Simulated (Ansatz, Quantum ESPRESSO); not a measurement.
**CdSe [001], wurtzite: uniaxial strain and lateral response**

The c axis is held at a set length while the cell relaxes sideways. How do the lateral strain and the stress follow? The strained cell has c along the load; unstrained it is a = 4.2992 Å, b = 4.2992 Å, c = 7.0157 Å, α = 90.00°, β = 90.00°, γ = 120.00°, with 4 atoms.

Calculated with Quantum ESPRESSO 7.5, PBEsol, GBRV 1.5 ultrasoft potentials, cutoff 680 eV, Fermi–Dirac smearing 0.02 eV, k-mesh 8×8×4, no spin polarisation, no spin-orbit coupling.

Relaxed positions at 0 %:

```csv
atom,x,y,z
Cd,0.3333,0.6667,0.0002
Cd,0.6667,0.3333,0.5002
Se,0.6667,0.3333,0.1244
Se,0.3333,0.6667,0.6244
```

| ε_c (%) | a (Å) | c (Å) | ε_a (%) | σ (GPa, tension positive) |
| --- | --- | --- | --- | --- |
| −3 | 4.3426 | 6.8053 | 1.010 | −1.61 |
| −2 | 4.3279 | 6.8754 | 0.667 | −1.10 |
| −1 | 4.3133 | 6.9456 | 0.329 | −0.57 |
| 0 | 4.2992 | 7.0157 | 0.000 | 0.00 |
| 1 | 4.2851 | 7.0859 | −0.329 | 0.57 |
| 3 | 4.2577 | 7.2262 | −0.965 | 1.79 |

**Question.** Fit both responses and give the free strain and the stress at +2 %, a row left out above.

Least squares with y = y0 + y1 ε + y2 ε² (ε in %) gives ε_a = −0.002 + (−0.3291) ε + (0.0027) ε² and σ = −0.01 + (0.567) ε + (0.011) ε² GPa. The linear terms put the ratio of free to applied strain at −0.329 and the Young modulus at 57 GPa.

At +2 % the free strain comes out as −0.649 %. The run itself gives −0.650 %, so the estimate misses by 0.001 %, a rounding's worth.

The stress comes out as 1.17 GPa. The run itself gives 1.18 GPa, so the estimate misses by 0.01 GPa, a rounding's worth.

The same fit over all rows at other levels or in other programs gives the strain ratio = −0.322 with PBEsol (Ansatz).

[Logs are printed without paths, hosts, clocks, repeated set-up lines and the standing remarks that a program may print on its own settings, such as how far it seeks lower states.]
